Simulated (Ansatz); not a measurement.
## hcp against fcc along group 4

Level of theory: DFT, LDA (PW92), plane waves (420 eV) with PAW, scalar-relativistic in Ansatz 0.2.0. The PAW files were generated under PBE, with cores re-solved for the functional.

Each structure is relaxed within its symmetry, in the lowest magnetic state of the tried starts. Differences under about 8 meV lie within the error of the k-point mesh.

```tsv
element	E(hcp) − E(fcc) (meV/atom)	V(hcp) (Å³/atom)	V(fcc) (Å³/atom)	state of hcp	state of fcc
Ti	-51	16.11	16.06	non-magnetic	spin not included
Zr	-25	21.78	21.56	spin not included	spin not included
Hf	-63	20.83	20.73	spin not included	spin not included
```
